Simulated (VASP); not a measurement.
A run of VASP 6.6.1 is set up as follows.

File INCAR:

```
PREC = Accurate ; ENCUT = 520
EDIFF = 1E-6 ; ISMEAR = 0
SIGMA = 0.1 ; LREAL = F
LASPH = T ; NELM = 100
ALGO = Normal ; ISIF = 2
LWAVE = F ; LCHARG = F
GGA = PE ; NBANDS = 18
```

File KPOINTS:

```
regular mesh
0
Gamma
  6 6 4
```

File POSCAR:

```
Au
1.0
    2.8999984104      0.0000000000      0.0000000000
   -1.4499992052      2.5114722944      0.0000000000
    0.0000000000      0.0000000000      4.8800000000
Au
2
Direct
    0.3333333333      0.6666666667      0.7500000000
    0.6666666667      0.3333333333      0.2500000000
```

Potentials or basis: VASP PAW PBE potentials, release 64 (Au).

Run with:

```sh
$ cat potpaw_PBE.64/Au/POTCAR > POTCAR
$ mpirun -np 1 vasp_std > vasp.out
```

What does it give for the pressure?

2.5 GPa.

What does it give for the band gap on the k mesh?

None (metal or under the smearing width).

Stress tensor (GPa, compression positive):
```
 4.74  0.00  0.00
 0.00  4.74  0.00
 0.00  0.00 -2.03
```

Caveat: the k mesh is coarse (spacing up to 0.42 Å⁻¹), so the values aren't converged. Spin-orbit coupling is left out, which matters for the levels of Au.
